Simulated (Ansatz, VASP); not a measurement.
**One calculation of HgTe, two programs**

```
CELL_PARAMETERS angstrom
0.00000 2.92150 2.95072
2.92150 0.00000 2.95072
2.92150 2.92150 0.00000
ATOMIC_POSITIONS crystal
Hg 0.00000 0.00000 0.00000
Te 0.50000 0.50000 0.50000
```

Change from the starting cell: zz strain of +1 %.

Alike in both runs: task single point; functional LDA; k mesh 10 × 10 × 10; occupations fermi-dirac, width 0.08 eV; no spin polarisation.

|  | VASP | Ansatz |
| --- | --- | --- |
| version | VASP 6.6.1 | Ansatz 0.2.0 |
| potentials or method | VASP PAW LDA potentials, release 64 (Hg, Te), cutoff 520 eV | all-electron LAPW, scalar-relativistic |

Ansatz gave:

| Property | Result |
| --- | --- |
| pressure (GPa) | 3.0 |
| largest component of the traceless stress (GPa) | 0.79 |

What did VASP give for the same quantities?

Pressure (GPa): 3.6; largest component of the traceless stress (GPa): 0.82.

Ansatz ran all-electron here, so the differences hold the error of VASP's frozen core and of both bases.

The runs have no spin-orbit coupling, so splittings on Hg, Te are missing.
